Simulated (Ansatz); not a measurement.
## Ligand exchange: C4H10O + GaH2(SH) → C4H10S + GaH2(OH)

Species: C4H10O (tert-butanol) `CC(C)(C)O`, singlet; GaH2(SH), singlet; C4H10S (2-methyl-2-propanethiol) `CC(C)(C)S`, singlet; GaH2(OH), singlet. The partners trade OH for SH: C–OH and Ga–SH bonds give way to C–SH and Ga–OH.

Shapes, held fixed at every level: PBE0-D4/def2-TZVP. Flexible molecules stand in one conformer, not always the lowest. Programs: Ansatz 0.2.0. Electronic energies: no zero-point or thermal term.

```json
{"level": "HF/def2-SVP", "kind": "Hartree–Fock", "ΔE (kJ/mol)": "+42.6", "less CCSD(T)/def2-TZVPP": "+30.6"}
{"level": "HF/def2-TZVPP", "kind": "Hartree–Fock", "ΔE (kJ/mol)": "+31.4", "less CCSD(T)/def2-TZVPP": "+19.4"}
{"level": "SPW92/def2-TZVPP", "kind": "LDA", "ΔE (kJ/mol)": "+22.0", "less CCSD(T)/def2-TZVPP": "+10.0"}
{"level": "PBE-D4/def2-TZVPP", "kind": "GGA", "ΔE (kJ/mol)": "+17.0", "less CCSD(T)/def2-TZVPP": "+5.0"}
{"level": "MP2/def2-TZVPP", "kind": "perturbation theory", "ΔE (kJ/mol)": "+1.4", "less CCSD(T)/def2-TZVPP": "-10.6"}
{"level": "CCSD/def2-SVP", "kind": "coupled cluster or CI", "ΔE (kJ/mol)": "+22.3", "less CCSD(T)/def2-TZVPP": "+10.3"}
{"level": "CCSD/def2-TZVPP", "kind": "coupled cluster or CI", "ΔE (kJ/mol)": "+15.0", "less CCSD(T)/def2-TZVPP": "+3.0"}
{"level": "CCSD(T)/def2-TZVPP", "kind": "coupled cluster or CI", "ΔE (kJ/mol)": "+12.0", "less CCSD(T)/def2-TZVPP": "0.0"}
```

The highest level, CCSD(T)/def2-TZVPP, gives ΔE = +12.0 kJ/mol; the levels span +1.4 to +42.6. The column of differences is taken from that level and isn't an error. No measured value is set beside it here. Relativity is left out for Ga. Outer-core shells of Ga are correlated in most correlated rows, in sets that cover them unevenly.

The exchange is uphill at every level, so in this pair hydroxide stays on carbon and hydrosulfide on gallium, although the preference is modest at +12.0 kJ/mol. Bond polarity alone would suggest the opposite, since gallium is more electropositive than carbon and should gain more from binding oxygen. What counts, however, is the difference between two oxygen-over-sulfur preferences. Compact carbon orbitals overlap well with oxygen 2p, while the more diffuse gallium 4s and 4p orbitals are better matched to sulfur 3p; this probably offsets the polar advantage of Ga–OH. The electron-releasing tert-butyl group may also strengthen the polar C–O bond.

Electron correlation favours the products: in the larger basis, the energy falls from +31.4 kJ/mol in Hartree–Fock to +15.0 in CCSD, and triples lower it slightly further. MP2 goes too far, probably because second-order theory overestimates the differential pair correlation, and leaves the reaction almost thermoneutral. Enlarging the basis also lowers both the Hartree–Fock and CCSD values, so the direction is better supported than the exact magnitude.
